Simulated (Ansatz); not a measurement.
# SiO2 (P4_32_12) in Ansatz: further runs

One crystal, SiO2, is run at these levels: PBEsol, BLYP+D3(BJ), PBE; tasks: relaxation of cell and atoms, single point.

Everything below comes from runs of Ansatz 0.2.0. Logs are shortened: lines on timing, memory, paths and dates and some standing lists are left out, and cuts for length are marked.

### Step 1. Starting point

Symmetry: P4_32_12, No. 96, tetragonal system. The conventional cell has a = 4.976 Å, b = 4.976 Å, c = 6.901 Å, α = 90.00°, β = 90.00°, γ = 90.00°. Si (site symmetry 2) is surrounded by 4 O at 1.61 Å. O (site symmetry 1) has 2 Si at 1.61 Å as nearest neighbours.

The cell comes from a database or a generator and needn't be the stable form of this composition.

### Step 2. Relaxation of cell and atoms, PBEsol

Input file input.yaml:

```yaml
crystal:
  lattice:
    - [4.97558882, 0.0, 0.0]
    - [0.0, 4.97558882, 0.0]
    - [0.0, 0.0, 6.90088944]
  atoms:
    - { symbol: Si, position: [0.80324656, 0.80324656, 0.5] }
    - { symbol: Si, position: [0.69675344, 0.30324656, 0.25] }
    - { symbol: Si, position: [0.30324656, 0.69675344, 0.75] }
    - { symbol: Si, position: [0.19675344, 0.19675344, 0.0] }
    - { symbol: O, position: [0.76175763, 0.11038707, 0.43204156] }
    - { symbol: O, position: [0.88961293, 0.23824237, 0.06795844] }
    - { symbol: O, position: [0.11038707, 0.76175763, 0.56795844] }
    - { symbol: O, position: [0.26175763, 0.38961293, 0.81795844] }
    - { symbol: O, position: [0.23824237, 0.88961293, 0.93204156] }
    - { symbol: O, position: [0.73824237, 0.61038707, 0.31795844] }
    - { symbol: O, position: [0.38961293, 0.26175763, 0.18204156] }
    - { symbol: O, position: [0.61038707, 0.73824237, 0.68204156] }
hamiltonian:
  xc: pbesol
  pseudopotentials: { kind: paw }
kpoints:
  mp_grid: { grid: [6, 6, 4] }
scf:
  occupations: { method: fermi_dirac, width: 0.05 }
output:
  forces: true
  stress: true
  eigenvalues: true
relax:
  f_tol: 0.01
  max_steps: 40
  cell: { stress_tol: 0.05 }
```

Potentials or basis: Ansatz PAW.

Run with:

```sh
$ ansatz run input.yaml --threads 4 --pin off --max-ram 11264MiB --backend cpu --events-out ev --progress --plain --runs-dir out
```

The program printed:

```text
Warning: RAYON_NUM_THREADS=4 ignored (pool sized by the plan → 4); use --threads N
Engine: ansatz 0.2.0, aarch64-unknown-linux-gnu
Pseudopotentials: kind: paw
Pseudopotential: Si, paw, valence charge 4, recommended cutoff 420 eV (normal), Si.paw.azcp
Pseudopotential: O, paw, valence charge 6, recommended cutoff 420 eV (normal), O.paw.azcp
Functional definition: PBEsol
  exchange = pbesol_x
  correlation = pbesol_c
Crystal: 12 atoms, lattice volume = 170.842 Å³
Basis set: ecut = 420 eV, 3355 PW (Γ), exchange–correlation on 72×72×96 points (8 copies of the dense FFT grid, shifted against one another)
Bands: 44, of which v1, the nominal top of the filled ones, is band 32 counted from 1 (31 counted from 0)
Symmetry: 8 space group operations
Space group: P43212 (ITA 96), of the structure as read, at distance tolerance 5.5e-5 Å
k-points: 30 of 144 (time reversal used)
Non-local potential: Si, projectors of the file, l = 0: 2, l = 1: 2, l = 2: 2
Non-local potential: O, projectors of the file, l = 0: 2, l = 1: 2, l = 2: 1
PAW form: soft (Blöchl's): semilocal exchange-correlation on the pseudo side does not see the compensation charge
PAW frozen core: Si, regenerated for the run's functional, and the local potential with it (the file was generated under x = pbe(κ = 0.804, μ = 0.2195149727645171), c = pbe(β = 0.06672455060314922))
PAW frozen core: O, regenerated for the run's functional, and the local potential with it (the file was generated under x = pbe(κ = 0.804, μ = 0.2195149727645171), c = pbe(β = 0.06672455060314922))
PAW one-centre angular grid: Si, 110 points (default); XC on 64 Gauss nodes
PAW one-centre angular grid: O, 110 points (default); XC on 64 Gauss nodes
Initial density: superposition of atomic densities (neutral atoms: chi_scale 0, normalization atom), corrected by the library's trained network
Initial wavefunctions: pseudopotential atomic-orbital guess
Functional: x = pbesol(κ = 0.804, μ = 0.12345679012345678), c = pbesol(β = 0.046)
SCF iter   1: F=—  HF=-6986.478001 eV  |F-HF|=—  |Δ(HF+E_count)|=         —  Δρ=1.07e-2  dr2=1.47e-1  ethr=1.77e-3  ⟨swp⟩=7.0  Hψ=6924  notcnv=0  defer=52
preconditioner: auto → Resta (q_TF=auto, 2.316 Å⁻¹)  ε∞=2.9  [insulator: Δε(μ)=5.544 eV  Ē_g=16.552 eV  σ=0.050 eV  W_gap=1.00  n_scr=36 (ndim 8)  ℏωp=22.7 eV  f_vac=0.221  D(μ)=0.00/eV (n_scr^D=0)  ε∞_Penn≈2.9]
SCF iter   2: F=—  HF=-6986.437589 eV  |F-HF|=—  |Δ(HF+E_count)|=   4.04e-2  Δρ=1.48e-3  dr2=1.15e-3  ethr=2.30e-4  ⟨swp⟩=2.2  Hψ=2480  notcnv=0  defer=160
SCF iter   3: F=—  HF=-6986.438109 eV  |F-HF|=—  |Δ(HF+E_count)|=   5.20e-4  Δρ=6.14e-4  dr2=2.99e-4  ethr=1.80e-6  ⟨swp⟩=2.0  Hψ=1880  notcnv=0  defer=160
SCF iter   4: F=—  HF=-6986.438426 eV  |F-HF|=—  |Δ(HF+E_count)|=   3.17e-4  Δρ=7.64e-5  dr2=1.02e-5  ethr=4.67e-7  ⟨swp⟩=3.0  Hψ=2223  notcnv=0  defer=160
SCF iter   5: F=—  HF=-6986.438686 eV  |F-HF|=—  |Δ(HF+E_count)|=   2.60e-4  Δρ=1.08e-5  dr2=2.03e-7  ethr=1.59e-8  ⟨swp⟩=2.4  Hψ=1956  notcnv=0  defer=160
SCF iter   6: F=-6986.438687 eV  HF=-6986.438687 eV  |F-HF|=1.32e-8  |Δ(HF+E_count)|=   6.30e-7  Δρ=3.64e-6  dr2=1.89e-8  ethr=1.56e-10  ⟨swp⟩=12.1  Hψ=6574  notcnv=0
SCF 1 converged in 6 iterations: F = -6986.438687 eV  dr2 = 1.89e-8
relax step   1: F+E_penalty+E_count = -6986.43868656 eV  Δ(F+E_penalty+E_count) = +0.000e0 eV  max|allowed force component| = 1.260e-1 eV/Å  Δτ_max = 0.0000 Å  P = +2.378 GPa  Ω = 170.842 Å³  (6 SCF iters, dr2 threshold 1.00e-7 eV, accepted)
Crystal: 12 atoms, lattice volume = 172.357 Å³
Basis set: ecut = 420 eV, 3379 PW (Γ), exchange–correlation on 72×72×96 points (8 copies of the dense FFT grid, shifted against one another)
Initial density: handed on by an earlier stage of this run
Initial wavefunctions: those handed on with the density
iter 1 solved again at ethr=8.16e-6 eV; its pass at ethr=3.10e-3 eV (dr2=5.22e-3 eV) is discarded
SCF iter   1: F=—  HF=-6986.448148 eV  |F-HF|=—  |Δ(HF+E_count)|=         —  Δρ=1.79e-3  dr2=4.40e-3  ethr=8.16e-6  ⟨swp⟩=2.9  Hψ=5703  notcnv=0
preconditioner: auto → Resta (q_TF=auto, 2.313 Å⁻¹)  ε∞=2.9  [insulator: Δε(μ)=5.615 eV  Ē_g=16.569 eV  σ=0.050 eV  W_gap=1.00  n_scr=36 (ndim 8)  ℏωp=22.6 eV  f_vac=0.221  D(μ)=0.00/eV (n_scr^D=0)  ε∞_Penn≈2.9]
SCF iter   2: F=—  HF=-6986.446968 eV  |F-HF|=—  |Δ(HF+E_count)|=   1.18e-3  Δρ=7.29e-4  dr2=5.08e-4  ethr=6.87e-6  ⟨swp⟩=2.0  Hψ=2040  notcnv=0
SCF iter   3: F=—  HF=-6986.447193 eV  |F-HF|=—  |Δ(HF+E_count)|=   2.25e-4  Δρ=3.10e-4  dr2=1.32e-4  ethr=7.95e-7  ⟨swp⟩=1.0  Hψ=1320  notcnv=0
SCF iter   4: F=—  HF=-6986.447199 eV  |F-HF|=—  |Δ(HF+E_count)|=   5.89e-6  Δρ=4.67e-5  dr2=3.34e-6  ethr=2.06e-7  ⟨swp⟩=2.0  Hψ=2280  notcnv=0
SCF iter   5: F=-6986.447204 eV  HF=-6986.447204 eV  |F-HF|=9.93e-8  |Δ(HF+E_count)|=   5.75e-6  Δρ=1.14e-5  dr2=1.51e-7  ethr=1.87e-9  ⟨swp⟩=8.3  Hψ=6376  notcnv=0
[... 101 lines left out ...]
relax step  11: F+E_penalty+E_count = -6986.46268387 eV  Δ(F+E_penalty+E_count) = -3.110e-3 eV  max|allowed force component| = 1.969e-3 eV/Å  Δτ_max = 0.0000 Å  P = +0.004 GPa  Ω = 177.474 Å³  stress off target by 1.83e-2 GPa  SCF on the basis re-selected at this cell (its energy is not comparable with the rows above)  (5 SCF iters)
basis re-selected at this cell: Δ(F+E_penalty+E_count) = -3.110e-3 eV, ΔP = +0.007 GPa vs the last step (what re-selecting the basis moved, of the pressure what is left beyond the Pulay correction that the steps carried, after the strain that the cell walked since its last selection, with what the two solves' SCF thresholds leave and, on support functions, any second-order correction that the steps lacked; it is no measure of the basis error at this ecutwfc). This SCF's stress stands 1.83e-2 GPa from its target on what of the cell is left free (relax.cell.stress_tol is 5.00e-2 GPa) and its largest allowed force component is 1.97e-3 eV/Å (relax.f_tol is 1.00e-2 eV/Å): within both
SCF converged after 5 iterations
Free energy (F): -6986.462684 eV
Harris-Foulkes:  -6986.462684 eV  (|F-HF|=1.14e-10)
Internal energy: -6986.462684 eV  (E = F + TS)
E sigma→0 (E₀):  -6986.462684 eV
Fermi energy:    3.890622 eV
--- Per-component energies (eV) ---
  E_band       = -373.023117
  E_kinetic    = 1603.276060
  E_local      = -4574.592442  (includes V_loc(G=0)·N_el)
  E_nonlocal   = 483.924438
  E_hartree    = 1680.556421
  E_xc         = -805.569680
  E_vxc        = -940.447920  (∫ρ·V_xc dr)
  E_paw        = -3223.790531  (= ΣΔE_a)
  E_vpaw       = -306.316858  (= ΣTr[D̂ρ^β])
  E_aug_tail   = 0.020761  (compensation charges beyond the density's cutoff)
  E_ewald      = -2150.696257
  E_core_change = 0.408546  (= ΣΔE_core)
  E_smearing   = -0.000000  (= −TS)
  E_closure    = 0.000000  (closes the sum)
  Σ components = -6986.462684   (vs F -6986.462684, Δ=0.00e0)
--- Forces (eV/Å), atoms counted from 1 ---
  atom   1  Si     0.00114710     0.00114710    -0.00000000
  atom   2  Si    -0.00114710     0.00114710     0.00000000
  atom   3  Si     0.00114710    -0.00114710     0.00000000
  atom   4  Si    -0.00114710    -0.00114710    -0.00000000
  atom   5  O      0.00122752    -0.00196886     0.00133541
  atom   6  O      0.00196886    -0.00122752    -0.00133541
  atom   7  O     -0.00196886     0.00122752    -0.00133541
  atom   8  O      0.00122752     0.00196886    -0.00133541
  atom   9  O     -0.00122752     0.00196886     0.00133541
  atom  10  O     -0.00122752    -0.00196886    -0.00133541
  atom  11  O      0.00196886     0.00122752     0.00133541
  atom  12  O     -0.00196886    -0.00122752     0.00133541
  max |Σ_I F_I| component: 2.78e-17 eV/Å
--- Stress (GPa, compression-positive) ---
       -0.002672      -0.000000       0.000000
       -0.000000      -0.002672      -0.000000
        0.000000      -0.000000       0.018279
  P = ⅓ Tr σ = 0.0043 GPa (0.043 kbar)
--- Band table (eV; the first three rows and the last of 30) ---
  k-point 0: bands = ["-18.2484", "-17.3549", "-17.3549", "-16.1901", "-16.1530", "-16.1513", "-16.1370", "-16.1370", "-8.4679", "-6.3417", "-6.3417", "-4.7104", "-4.6133", "-4.6133", "-4.1252", "-3.9719", "-1.8618", "-1.8523", "-1.8523", "-1.3025", "-1.2296", "-0.9568", "-0.7527", "-0.7001", "-0.7001", "-0.2339", "-0.2339", "-0.1440", "0.3909", "0.7860", "0.7860", "1.0682", "6.6396", "9.7340", "9.7340", "10.0486", "10.0486", "10.5025", "10.7675", "11.9710", "11.9710", "11.9805", "12.1700", "12.2916"]
  k-point 1: bands = ["-18.1860", "-17.7181", "-16.9550", "-16.2956", "-16.1501", "-16.1496", "-16.1398", "-16.1385", "-8.2904", "-7.1099", "-5.6329", "-4.8054", "-4.5838", "-4.5084", "-4.2265", "-4.0737", "-1.8205", "-1.8062", "-1.7366", "-1.2484", "-1.1605", "-0.9351", "-0.9081", "-0.7765", "-0.7395", "-0.6181", "-0.0140", "0.2105", "0.4372", "0.5982", "0.7503", "0.9549", "6.9804", "8.9709", "9.8740", "10.1900", "10.5479", "10.5716", "10.6198", "11.6001", "11.7099", "11.9760", "12.1522", "12.2896"]
  k-point 2: bands = ["-18.0040", "-18.0040", "-16.5764", "-16.5764", "-16.1450", "-16.1450", "-16.1440", "-16.1440", "-7.8022", "-7.8022", "-5.1045", "-5.1045", "-4.4294", "-4.4294", "-4.3000", "-4.3000", "-1.7666", "-1.7666", "-1.4417", "-1.4417", "-1.0017", "-1.0017", "-0.8542", "-0.8542", "-0.8475", "-0.8475", "0.2739", "0.2739", "0.5472", "0.5472", "0.6733", "0.6733", "7.8609", "7.8609", "10.3359", "10.3359", "10.4597", "10.4597", "11.2351", "11.2351", "11.3571", "11.3571", "12.4104", "12.4104"]
  k-point 29: bands = ["-17.3240", "-17.3240", "-17.3240", "-17.3240", "-16.2056", "-16.2056", "-16.2056", "-16.2056", "-6.3700", "-6.3700", "-6.3700", "-6.3700", "-4.0068", "-4.0068", "-4.0068", "-4.0068", "-1.8972", "-1.8972", "-1.8972", "-1.8972", "-1.1612", "-1.1612", "-1.1612", "-1.1612", "-0.2778", "-0.2778", "-0.2778", "-0.2778", "0.4343", "0.4343", "0.4343", "0.4343", "10.1342", "10.1342", "10.1342", "10.1342", "10.6893", "10.6893", "10.6893", "10.6893", "11.2226", "11.2226", "11.2226", "11.2226"]
--- Relaxed structure (8 steps of the walk, 8 accepted, 3 SCFs on fresh bases) ---
  F+E_penalty+E_count = -6986.46268387 eV   max|allowed force component| = 1.969e-3 eV/Å   (the final SCF, on the basis selected at the relaxed cell)
  cell:  # Å, volume = 177.4738 Å³
    - [5.030629195743306, 8.634893017329601e-35, 0.0]
    - [8.634893017329601e-35, 5.030629195743306, -7.339659064730161e-34]
    - [0.0, -1.017973501536179e-33, 7.012769223220574]
  atoms:
    - { symbol: Si, position: [0.7977288113519392, 0.7977288113519392, 0.5] }
    - { symbol: Si, position: [0.7022711886480608, 0.2977288113519392, 0.25] }
    - { symbol: Si, position: [0.2977288113519392, 0.7022711886480608, 0.75] }
    - { symbol: Si, position: [0.20227118864806085, 0.20227118864806085, -5.237016580312508e-20] }
    - { symbol: O, position: [0.7602509929723399, 0.10118470631551288, 0.427969006331813] }
    - { symbol: O, position: [0.8988152936844871, 0.23974900702766003, 0.07203099366818705] }
    - { symbol: O, position: [0.10118470631551288, 0.7602509929723399, 0.5720309936681871] }
    - { symbol: O, position: [0.26025099297234006, 0.3988152936844872, 0.822030993668187] }
    - { symbol: O, position: [0.23974900702766003, 0.8988152936844871, 0.927969006331813] }
    - { symbol: O, position: [0.7397490070276602, 0.601184706315513, 0.32203099366818705] }
    - { symbol: O, position: [0.3988152936844872, 0.26025099297234006, 0.17796900633181292] }
    - { symbol: O, position: [0.601184706315513, 0.7397490070276602, 0.6779690063318129] }
```

Run time: 71 s. Hardware: 4 threads of Arm Neoverse V1, shared host; peak memory 0.55 GiB.

Results:

| Item | Value |
| --- | --- |
| Free energy | -6986.4627 eV |
| Relaxed volume | 14.79 Å³/atom |
| Relaxed cell | a = 5.031 Å, b = 5.031 Å, c = 7.013 Å, α = 90.00°, β = 90.00°, γ = 90.00° |
| Space group after relaxing (to 0.05 Å) | P4_32_12 (No. 96) |
| Energy gained by relaxing | 2.0 meV/atom |
| Ionic steps | 11 |
| Pressure after relaxing | 0.0 GPa |
| Band gap on the k mesh | 5.57 eV, direct |

Forces in eV/Å, atoms in the order of the input:
```
Si   0.001  0.001  0.000
Si  -0.001  0.001  0.000
Si   0.001 -0.001  0.000
Si  -0.001 -0.001  0.000
O    0.001 -0.002  0.001
O    0.002 -0.001 -0.001
O   -0.002  0.001 -0.001
O    0.001  0.002 -0.001
O   -0.001  0.002  0.001
O   -0.001 -0.002 -0.001
O    0.002  0.001  0.001
O   -0.002 -0.001  0.001
```

The path:
```tsv
step	energy change (eV)	largest force (eV/Å)	volume (Å³)
1	0.0000	0.1567	170.84
2	-0.0085	0.0788	172.36
3	-0.0077	0.0282	174.23
4	-0.0070	0.0207	174.52
5	-0.0054	0.0014	175.02
6	-0.0227	0.0014	175.02
7	-0.0183	0.0078	176.55
8	-0.0239	0.0077	176.55
9	-0.0217	0.0319	177.20
10	-0.0209	0.0027	177.47
11	-0.0240	0.0027	177.47
```

Final structure:
```cif
data_structure
_symmetry_space_group_name_H-M 'P 1'
_symmetry_Int_Tables_number 1
_cell_length_a 5.0306
_cell_length_b 5.0306
_cell_length_c 7.0128
_cell_angle_alpha 90.000
_cell_angle_beta 90.000
_cell_angle_gamma 90.000
_cell_volume 177.47
loop_
_atom_site_label
_atom_site_type_symbol
_atom_site_fract_x
_atom_site_fract_y
_atom_site_fract_z
_atom_site_occupancy
Si1 Si 0.79773 0.79773 0.50000 1
Si2 Si 0.70227 0.29773 0.25000 1
Si3 Si 0.29773 0.70227 0.75000 1
Si4 Si 0.20227 0.20227 0.00000 1
O1 O 0.76025 0.10118 0.42797 1
O2 O 0.89882 0.23975 0.07203 1
O3 O 0.10118 0.76025 0.57203 1
O4 O 0.26025 0.39882 0.82203 1
O5 O 0.23975 0.89882 0.92797 1
O6 O 0.73975 0.60118 0.32203 1
O7 O 0.39882 0.26025 0.17797 1
O8 O 0.60118 0.73975 0.67797 1
```

Levels at points of the mesh, in eV from the valence-band top:
```
              k point  band 29  band 30  band 31  band 32  band 33  band 34  band 35  band 36
   (0.00, 0.00, 0.00)    -0.68    -0.28    -0.28     0.00     5.57     8.67     8.67     8.98
  (0.00, 0.00, -0.50)    -0.52    -0.52    -0.39    -0.39     6.79     6.79     9.27     9.27
  (0.00, -0.50, 0.00)    -0.65    -0.65    -0.48    -0.48     7.57     7.57     9.12     9.12
 (0.00, -0.50, -0.50)    -0.93    -0.93    -0.17    -0.17     7.82     7.82     8.83     8.83
 (-0.50, -0.50, 0.00)    -0.59    -0.59    -0.55    -0.55     8.55     8.55     8.65     8.65
(-0.50, -0.50, -0.50)    -0.63    -0.63    -0.63    -0.63     9.07     9.07     9.07     9.07
```

Caveat: the plane-wave basis is chosen anew once the cell has moved, so the energies of steps on either side of that aren't comparable; the pressure holds a Pulay correction of +0.6 GPa for the finite cutoff; the PAW data sets come from PBE, with cores solved anew for the run's functional, which leaves a small shift of forces and pressure. As with any semilocal functional, this PBEsol gap is likely too small.

### Step 3. Relaxation of cell and atoms, BLYP+D3(BJ)

input.yaml, as its differences from that of step 2:

```diff
@@ -19,4 +19,5 @@
 hamiltonian:
-  xc: pbesol
+  xc: blyp
   pseudopotentials: { kind: paw }
+  dispersion: d3bj
 kpoints:
@@ -29,2 +30,6 @@
   eigenvalues: true
+  write_density: true
+  write_potential: true
+  elf: true
+  volumetric_format: npy
 relax:
```

Potentials or basis: Ansatz PAW.

Run with:

```sh
$ ansatz run input.yaml --threads 4 --pin off --max-ram 11264MiB --backend cpu --events-out ev --progress --plain --runs-dir out
```

It took 79 s on 4 threads of Arm Neoverse V1, shared host; peak memory 0.55 GiB.

Results (log left out):

| Item | Value |
| --- | --- |
| Free energy | -7130.2835 eV |
| Relaxed volume | 13.33 Å³/atom |
| Relaxed cell | a = 4.890 Å, b = 4.890 Å, c = 6.689 Å, α = 90.00°, β = 90.00°, γ = 90.00° |
| Space group after relaxing (to 0.05 Å) | P4_32_12 (No. 96) |
| Energy gained by relaxing | 8.0 meV/atom |
| Ionic steps | 11 |
| Pressure after relaxing | 0.0 GPa |
| Band gap on the k mesh | 5.75 eV, direct |

Step by step:
```csv
step,energy change (eV),largest force (eV/Å),volume (Å³)
1,0.0000,0.2890,170.84
2,-0.0226,0.2189,171.25
3,-0.0538,0.1006,170.56
4,-0.0734,0.1278,168.71
5,-0.1179,0.0075,163.11
6,-0.1208,0.0046,162.50
7,-0.0933,0.0049,162.50
8,-0.1043,0.0024,160.49
9,-0.0966,0.0023,160.49
10,-0.0991,0.0005,159.95
11,-0.0964,0.0005,159.95
```

Final structure:
```xyz
12
Lattice="4.8901 0.0000 0.0000 0.0000 4.8901 0.0000 0.0000 0.0000 6.6889" Properties=species:S:1:pos:R:3 pbc="T T T"
Si    3.9934    3.9934    3.3445
Si    3.3418    1.5483    1.6722
Si    1.5483    3.3418    5.0167
Si    0.8967    0.8967    0.0000
O     3.7547    0.6681    2.9781
O     4.2220    1.1354    0.3664
O     0.6681    3.7547    3.7109
O     1.3097    1.7770    5.3831
O     1.1354    4.2220    6.3226
O     3.5804    3.1131    2.0386
O     1.7770    1.3097    1.3058
O     3.1131    3.5804    4.6503
```

Levels at points of the mesh, in eV from the valence-band top:
| k point | band 29 | band 30 | band 31 | band 32 | band 33 | band 34 | band 35 | band 36 |
| --- | --- | --- | --- | --- | --- | --- | --- | --- |
| (0.00, 0.00, 0.00) | -0.75 | -0.46 | -0.46 | 0.00 | 5.75 | 8.89 | 8.89 | 9.54 |
| (0.00, 0.00, -0.50) | -0.66 | -0.66 | -0.37 | -0.37 | 7.11 | 7.11 | 9.30 | 9.30 |
| (0.00, -0.50, 0.00) | -0.71 | -0.71 | -0.49 | -0.49 | 7.86 | 7.86 | 9.28 | 9.28 |
| (0.00, -0.50, -0.50) | -0.88 | -0.88 | -0.23 | -0.23 | 8.17 | 8.17 | 9.27 | 9.27 |
| (-0.50, -0.50, 0.00) | -0.57 | -0.57 | -0.48 | -0.48 | 8.70 | 8.70 | 8.76 | 8.76 |
| (-0.50, -0.50, -0.50) | -0.50 | -0.50 | -0.50 | -0.50 | 9.15 | 9.15 | 9.15 | 9.15 |

Caveat: the plane-wave basis is chosen anew once the cell has moved, so the energies of steps on either side of that aren't comparable; the pressure holds a Pulay correction of +0.7 GPa for the finite cutoff; the PAW data sets come from PBE, with cores solved anew for the run's functional, which leaves a small shift of forces and pressure. A k mesh can miss the band edges.

(Continued in part 2 of 2.)
